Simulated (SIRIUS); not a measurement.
Wanted: the native input for a SIRIUS 7.10.0 run.

```
Task                                        : band structure
Functional                                  : PBEsol
Potentials or basis                         : PseudoDojo 0.4.1 PBE standard (scalar relativistic)
Cutoff                                      : 557 eV
Density cutoff                              : 2229 eV
k mesh                                      : 11 × 11 × 11
Occupations                                 : fermi-dirac, width 0.05 eV
Spin                                        : no spin polarisation
Libxc names                                 : ["XC_GGA_X_PBE_SOL", "XC_GGA_C_PBE_SOL"]
Energy tol                                  : 1e-08 Ha
Density tol                                 : 1e-06
Mixer                                       : anderson
Mixing beta                                 : 0.7
Max scf                                     : 100
Radial cutoff for the potentials' integrals : 6.5 bohr
```

Al:

```
CELL_PARAMETERS angstrom
0.00000 2.02481 2.02481
2.02481 0.00000 2.02481
2.02481 2.02481 0.00000
ATOMIC_POSITIONS crystal
Al 0.00000 0.00000 0.00000
```

The input as run:

sirius.json

```json
{
  "control": {
    "processing_unit": "cpu",
    "verbosity": 2,
    "num_bands_to_print": 7,
    "print_forces": true,
    "print_stress": true
  },
  "parameters": {
    "electronic_structure_method": "pseudopotential",
    "xc_functionals": ["XC_GGA_X_PBE_SOL", "XC_GGA_C_PBE_SOL"],
    "gk_cutoff": 6.4,
    "pw_cutoff": 12.8,
    "ngridk": [11, 11, 11],
    "shiftk": [0, 0, 0],
    "smearing": "fermi_dirac",
    "smearing_width": 0.0018374661,
    "num_bands": 7,
    "num_mag_dims": 0,
    "num_dft_iter": 100,
    "energy_tol": 1e-08,
    "density_tol": 1e-06
  },
  "iterative_solver": {
    "type": "davidson",
    "min_tolerance": 1e-09,
    "tolerance_scale": [0.1, 0.25]
  },
  "mixer": {
    "type": "anderson",
    "beta": 0.7,
    "max_history": 8
  },
  "settings": {
    "tol_ne": 1e-10,
    "pseudo_grid_cutoff": 6.5
  },
  "unit_cell": {
    "lattice_vectors": [
      [0.0, 0.707106781187, 0.707106781187],
      [0.707106781187, 0.0, 0.707106781187],
      [0.707106781187, 0.707106781187, 0.0]
    ],
    "lattice_vectors_scale": 5.4112434042,
    "atom_coordinate_units": "lattice",
    "atom_types": ["Al"],
    "atom_files": {
      "Al": "Al.json"
    },
    "atoms": {
      "Al": [
        [0.0, 0.0, 0.0]
      ]
    }
  }
}
```

bands_input.json

```json
{
  "control": {
    "processing_unit": "cpu",
    "verbosity": 1,
    "num_bands_to_print": 7,
    "print_forces": true,
    "print_stress": true
  },
  "parameters": {
    "electronic_structure_method": "pseudopotential",
    "xc_functionals": ["XC_GGA_X_PBE_SOL", "XC_GGA_C_PBE_SOL"],
    "gk_cutoff": 6.4,
    "pw_cutoff": 12.8,
    "ngridk": [11, 11, 11],
    "shiftk": [0, 0, 0],
    "smearing": "fermi_dirac",
    "smearing_width": 0.0018374661,
    "num_bands": 7,
    "num_mag_dims": 0,
    "num_dft_iter": 100,
    "energy_tol": 1e-08,
    "density_tol": 1e-06
  },
  "iterative_solver": {
    "type": "davidson",
    "min_tolerance": 1e-09,
    "tolerance_scale": [0.1, 0.25],
    "energy_tolerance": 1e-09,
    "num_steps": 60
  },
  "mixer": {
    "type": "anderson",
    "beta": 0.7,
    "max_history": 8
  },
  "settings": {
    "tol_ne": 1e-10,
    "pseudo_grid_cutoff": 6.5
  },
  "unit_cell": {
    "lattice_vectors": [
      [0.0, 0.707106781187, 0.707106781187],
      [0.707106781187, 0.0, 0.707106781187],
      [0.707106781187, 0.707106781187, 0.0]
    ],
    "lattice_vectors_scale": 5.4112434042,
    "atom_coordinate_units": "lattice",
    "atom_types": ["Al"],
    "atom_files": {
      "Al": "Al.json"
    },
    "atoms": {
      "Al": [
        [0.0, 0.0, 0.0]
      ]
    }
  },
  "kpoints_rel": {
    "G": [0.0, 0.0, 0.0],
    "X": [0.5, 0.0, 0.5],
    "W": [0.5, 0.25, 0.75],
    "K": [0.375, 0.375, 0.75],
    "L": [0.5, 0.5, 0.5],
    "U": [0.625, 0.25, 0.625]
  },
  "kpoints_path": ["G", "X", "W", "K", "G", "L", "U"]
}
```

Potentials or basis: PseudoDojo 0.4.1 PBE standard (scalar relativistic).

The run is started by

```sh
$ upf_to_json Al.upf
$ OMP_NUM_THREADS=1 sirius.scf --input=sirius.json --output=out.json --task=0
$ OMP_NUM_THREADS=1 sirius.scf --input=bands_input.json --task=2
```

Results of the run:

```
Pressure                : -1.5 GPa
Band gap along the path : none (metal or under the smearing width)
```

Caveat: the potentials were made for another functional, which shifts forces and pressure.

It took 12 s on 1 thread of Arm Neoverse V2, on a shared host, peak memory 0.21 GiB.
